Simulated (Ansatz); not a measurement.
The structure is an experimental refinement, used without relaxation. The listed cell was then made from it by scaling, straining or moving an atom.

Bi: DFT, PBE, PAW with Ansatz's default frozen-core files, scalar-relativistic (Ansatz 0.2.0). What sets it apart from a plain run of this crystal: volume scaled by 1.03.

Command: `ansatz run input.yaml --threads 1 --pin off --max-ram 2048MiB --backend cpu --events-out ev --progress --plain --runs-dir out` The run took about 17 s on 1 thread of a shared machine.

```yaml
crystal:
  lattice:
    - [3.3693146236, -3.0856534527, 0.0]
    - [3.3693146236, 3.0856534527, 0.0]
    - [-1.1623765828, 0.0, 3.123534863]
  atoms:
    - { symbol: Bi, position: [0.2518, 0.2518, 0.149] }
    - { symbol: Bi, position: [0.7482, 0.7482, 0.851] }
kpoints:
  mp_grid: { grid: [8, 8, 11] }
scf:
  occupations: { method: fermi_dirac, width: 0.05 }
hamiltonian:
  xc: pbe
  pseudopotentials: { kind: paw }
output:
  forces: true
  stress: true
  eigenvalues: true
  efg: { contact_densities: true }
```

Output (standing set-up lines are left out):

```
Crystal: 2 atoms, lattice volume = 64.948 Å³
Basis set: ecut = 420 eV, 1293 PW (Γ), exchange–correlation on 64×64×48 points (8 copies of the dense FFT grid, shifted against one another)
SCF iter   1: F=—  HF=-24792.985481 eV  |F-HF|=—  |Δ(HF+E_count)|=         —  Δρ=1.15e-3  dr2=1.04e-3  ethr=1.77e-3  ⟨swp⟩=6.3  Hψ=18736  notcnv=0
preconditioner: auto → Kerker (q_TF=auto, 2.399 Å⁻¹)  [metal: Δε(μ)=0.030 eV  Ē_g=20.485 eV  σ=0.050 eV  W_gap=0.15  n_scr=16 (ndim 8)  ℏωp=25.2 eV  f_vac=0.000  D(μ)=1.00/eV (n_scr^D=4)]
SCF iter   2: F=—  HF=-24792.984377 eV  |F-HF|=—  |Δ(HF+E_count)|=   1.10e-3  Δρ=7.59e-4  dr2=4.46e-4  ethr=3.47e-6  ⟨swp⟩=2.3  Hψ=8443  notcnv=0
SCF iter   3: F=—  HF=-24792.984372 eV  |F-HF|=—  |Δ(HF+E_count)|=   5.00e-6  Δρ=2.86e-4  dr2=6.19e-5  ethr=1.49e-6  ⟨swp⟩=3.0  Hψ=6863  notcnv=0
SCF iter   4: F=—  HF=-24792.984337 eV  |F-HF|=—  |Δ(HF+E_count)|=   3.47e-5  Δρ=1.60e-4  dr2=1.22e-5  ethr=2.06e-7  ⟨swp⟩=2.0  Hψ=4806  notcnv=0
SCF iter   5: F=—  HF=-24792.984333 eV  |F-HF|=—  |Δ(HF+E_count)|=   3.60e-6  Δρ=3.47e-5  dr2=5.93e-7  ethr=4.06e-8  ⟨swp⟩=2.0  Hψ=6812  notcnv=0
SCF iter   6: F=—  HF=-24792.984333 eV  |F-HF|=—  |Δ(HF+E_count)|=   3.96e-8  Δρ=1.90e-5  dr2=1.68e-7  ethr=3.33e-10  ⟨swp⟩=6.7  Hψ=19455  notcnv=0
SCF iter   7: F=-24792.984333 eV  HF=-24792.984333 eV  |F-HF|=2.00e-8  |Δ(HF+E_count)|=   7.57e-8  Δρ=6.19e-6  dr2=1.99e-8  ethr=3.33e-10  ⟨swp⟩=4.9  Hψ=14233  notcnv=0
SCF 1 converged in 7 iterations: F = -24792.984333 eV  dr2 = 1.99e-8
  greatest PAW one-centre occupation: 0.988 electrons in one spin orbital (limit 2), on the Bi atom at site 1 (counted from 0), in its partial waves of l = 2
SCF converged after 7 iterations
Free energy (F): -24792.984333 eV
Harris-Foulkes:  -24792.984333 eV  (|F-HF|=2.00e-8)
Internal energy: -24792.975754 eV  (E = F + TS)
E sigma→0 (E₀):  -24792.980044 eV
Entropy (-TS):   -0.008579 eV (-4.290 meV/atom)
Fermi energy:    10.941362 eV
--- Per-component energies (eV) ---
  E_band       = -183.883766
  E_kinetic    = 604.964824
  E_local      = -2922.565964  (includes V_loc(G=0)·N_el)
  E_nonlocal   = 1119.360731
  E_hartree    = 937.560023
  E_xc         = -302.910138
  E_vxc        = -288.951892  (∫ρ·V_xc dr)
  E_paw        = -21326.099999  (= ΣΔE_a)
  E_vpaw       = -571.818495  (= ΣTr[D̂ρ^β])
  E_aug_tail   = -0.000867  (compensation charges beyond the density's cutoff)
  E_ewald      = -2903.284363
  E_smearing   = -0.008579  (= −TS)
  E_closure    = -0.000000  (closes the sum)
  Σ components = -24792.984333   (vs F -24792.984333, Δ=0.00e0)
--- Forces (eV/Å), atoms counted from 1 ---
  atom   1  Bi    -0.07113470     0.00000000    -0.06703632
  atom   2  Bi     0.07113470     0.00000000     0.06703632
  max |Σ_I F_I| component: 0.00e0 eV/Å
--- Stress (GPa, compression-positive) ---
        2.837610       0.000000      -0.190556
        0.000000       1.399367       0.000000
       -0.190556       0.000000       2.426184
  P = ⅓ Tr σ = 2.2211 GPa (22.211 kbar)
--- PAW observables at the nuclei: V_zz in 10²¹ V/m², potentials from the cell's mean, atoms counted from 1 ---
  atom   1  Bi V_zz =   -12.406703   η = 0.0064   by run symmetry: allowed
            electrostatic potential = -17832.220573 V   contact ρ = 17906397.574704 e/Å³
  atom   2  Bi V_zz =   -12.406703   η = 0.0064   by run symmetry: allowed
            electrostatic potential = -17832.220573 V   contact ρ = 17906397.574704 e/Å³
--- Band table (eV; the first three rows and the last of 201) ---
  k-point 0: bands = ["-12.0445", "-11.9945", "-11.9536", "-11.9359", "-11.8393", "-11.8034", "-11.7912", "-11.7849", "-11.7460", "-11.6466", "-2.3847", "1.9556", "7.8359", "8.0323", "13.7221", "14.3850", "14.8453", "14.9699", "15.3888"]
  k-point 1: bands = ["-12.0400", "-11.9787", "-11.9338", "-11.9326", "-11.8442", "-11.8095", "-11.7984", "-11.7904", "-11.7475", "-11.6498", "-2.2660", "1.9854", "7.9177", "8.2138", "13.2774", "13.8753", "14.3392", "14.7381", "14.8422"]
  k-point 2: bands = ["-12.0275", "-11.9366", "-11.9235", "-11.8823", "-11.8571", "-11.8269", "-11.8175", "-11.8019", "-11.7521", "-11.6591", "-1.9153", "2.0676", "8.1565", "8.7218", "11.1415", "12.9011", "14.1063", "14.3065", "14.7206"]
  k-point 200: bands = ["-11.9492", "-11.9087", "-11.8878", "-11.8817", "-11.8747", "-11.8420", "-11.8002", "-11.7891", "-11.7142", "-11.6971", "0.7385", "1.6294", "7.0378", "8.1888", "8.4278", "10.0956", "12.0261", "12.7498", "17.6548"]
```
